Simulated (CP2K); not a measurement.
Crystal: CuO.

```xyz
4
Lattice="2.9933 0.0000 0.0000 1.4966 2.5922 0.0000 1.4966 0.8641 4.8880" Properties=species:S:1:pos:R:3 pbc="T T T"
Cu    2.9525    1.6581    2.3854
Cu    2.9525    3.3863    4.8294
O     4.5307    2.6623    3.7246
O     1.5374    0.9341    1.2806
```

The cell comes from a database or a generator and needn't be the stable form of this composition.

The cell isn't the ideal one: atoms moved 0.2 Å in one direction.

Program: CP2K 2026.2. Alike in all runs: task atomic charges; potentials or basis POTENTIAL_UZH Cu GTH-PBE-q11, O GTH-PBE-q6; TZVP-MOLOPT-PBE-GTH basis; no spin polarisation; cell atoms moved 0.2 Å in one direction; k mesh 10 × 10 × 6; smearing fermi-dirac 0.05 eV.

Q: Order these runs on this cell by their pressure, lowest first.
A. level PBE
B. level rev-vdW-DF2; cutoff of the non-local correlation (Ry) 300
C. level PBEsol
D. level HLE17
E. level LDA

A: D (-12.1 GPa), E (-4.9 GPa), C (0.2 GPa), B (6.1 GPa), A (8.6 GPa).

Caveats: the basis of atomic orbitals isn't converged, which shifts pressures, moduli and gaps; the run has no spin polarisation, though such a crystal can be magnetic; the potentials were made for another functional, which shifts forces and pressure (some runs); the potentials were made for a functional far from this one (some runs).
